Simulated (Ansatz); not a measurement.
# How far is PAW off for GaP?

```
Ga P
1.0
     0.00000    2.63368    2.47725
     2.63368    0.00000    2.47725
     2.63368    2.63368    0.00000
Ga P
1 1
Cartesian
  0.0000 0.0000 0.0000
  2.6337 2.6337 2.4772
```

Atom numbers follow the list: Ga1, P2.

The conventional cell has a = 3.725 Å, b = 3.725 Å, c = 4.954 Å, α = 90.00°, β = 90.00°, γ = 90.00°. Ga (atom 1) is surrounded by 6 P at 2.48 to 2.63 Å. P (atom 2) has 6 Ga at 2.48 to 2.63 Å as nearest neighbours.

The structure comes from a relaxation in the same program, started in the rocksalt type. Whether it is a known phase or the ground state wasn't checked. The listed cell was then made from it by scaling, straining or moving an atom.

Levels of theory: DFT, PBE, PAW with Ansatz's default frozen-core files, scalar-relativistic (Ansatz 0.2.0); DFT, PBE, all-electron PAW with datasets made for the crystal, scalar-relativistic (Ansatz 0.2.0); DFT, PBE, all-electron LAPW, scalar-relativistic (Ansatz 0.2.0).

For PAW: a Γ-centred 12×12×12 k mesh, Fermi–Dirac smearing of 0.05 eV, cutoff 420 eV, no spin polarisation. The crystal-made all-electron datasets (AE datasets) take a cutoff of 240 eV at this cell. LAPW targets a basis error of 1 meV/atom. The Ansatz runs share mesh, smearing and spin set-up. Plane-wave (PAW) pressures include the program's estimate of the Pulay term.

Stress and pressure are positive in compression.

The change that made this cell: z strained by -4 % at fixed volume.

In a metal, gradients converge slowly with the k mesh: the values move by tens of per cent from one mesh to another, at times in sign, so only the comparison on one mesh counts.

```json
{"quantity": "pressure (GPa)", "PAW": "0.55", "AE datasets": "0.57", "LAPW": "0.58"}
{"quantity": "stress xx (GPa)", "PAW": "-1.94", "AE datasets": "-1.92", "LAPW": "-1.92"}
{"quantity": "stress zz (GPa)", "PAW": "5.55", "AE datasets": "5.56", "LAPW": "5.56"}
{"quantity": "field gradient Vzz at Ga1 (10²¹ V/m²)", "PAW": "-3.49", "AE datasets": "-3.52", "LAPW": "–"}
```

PAW's pressure differs from the LAPW value by -0.02 GPa. Datasets made for the crystal and LAPW share parts of one code, so their agreement isn't an independent check.
